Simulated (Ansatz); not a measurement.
**From barrier to diffusion: Ti in TiAl**

Level of theory: DFT PBE, scalar-relativistic, plane waves, PAW (Ansatz). (420 eV cutoff, 4×4×4 k-mesh, shifted by half a step, Gaussian smearing of 0.10 eV, no spin polarisation)

Host crystal, relaxed:

```
Ti Al
1.0
     2.82164    0.00000    0.00000
     0.00000    2.82164    0.00000
     0.00000    0.00000    4.07827
Ti Al
1 1
Direct
  0.50000 0.50000 0.50000
  0.00000 0.00000 0.00000
```

In a supercell of 16 host sites, interstitial Ti hops to an equivalent place, moving 1.56 Å. Climbing-image nudged elastic band at fixed cell; the order of the saddle wasn't checked, and the small cell leaves errors of about a tenth of an eV. Both ends share most of their nearest neighbours, so the atom only shifts within one site or cage, and diffusion needs further steps that weren't computed.

| image | path (Å) | E − E(0) (eV) |
| --- | --- | --- |
| 0 | 0.00 | 0.000 |
| 1 | 0.47 | 0.293 |
| 2 | 0.94 | 1.081 |
| 3 | 1.41 | 1.513 |
| 4 | 1.88 | 1.081 |
| 5 | 2.35 | 0.293 |
| 6 | 2.81 | 0.000 |

Problem. What are the barriers forward and back, and what attempt frequency does the shape suggest?

Solution. Forward 1.51 eV, back 1.51 eV, the ends being level. For a sinusoidal profile E_b sin²(πx/l), with the Ti atom alone moving, ν = (1/l)√(E_b/2m) = 7.9×10¹² s⁻¹, within an order of magnitude of the customary 10¹³ s⁻¹; a true prefactor needs the vibrations at the minimum and at the saddle.

Problem. With ν = 10¹³ s⁻¹, give the forward jump rate along this one path, the wait 1/k for that jump, the diffusivity D ≈ l²k and the distance √(Dt) covered in an hour at 300, 600 and 1000 K, taking the host as solid throughout.

Solution. k = ν exp(−E_b/k_BT):
| T (K) | k (1/s) | wait (s) | D (cm²/s) | √(Dt) in 1 h (nm) |
| --- | --- | --- | --- | --- |
| 300 | 3.9×10⁻¹³ | 2.6×10¹² | 9.4×10⁻²⁹ | 5.8×10⁻⁶ |
| 600 | 2.0 | 0.51 | 4.8×10⁻¹⁶ | 13 |
| 1000 | 2.4×10⁵ | 4.2×10⁻⁶ | 5.8×10⁻¹¹ | 4571 |

D = l²k holds for six equivalent jumps in three dimensions (z l²k/6) and is a scale otherwise. Long-range transport needs a connected net of such jumps, and traps slow it. D is that of an interstitial already there; self-diffusion in the crystal is slower by the defects' share of the sites. An error of 0.1 eV in the barrier changes k by a factor of 48 at 300 K and 3.2 at 1000 K.

Cost: 1 run of about 19 core-minutes, on Oxide Virtual Turin-like Processor (Zen 5) (shared hosts).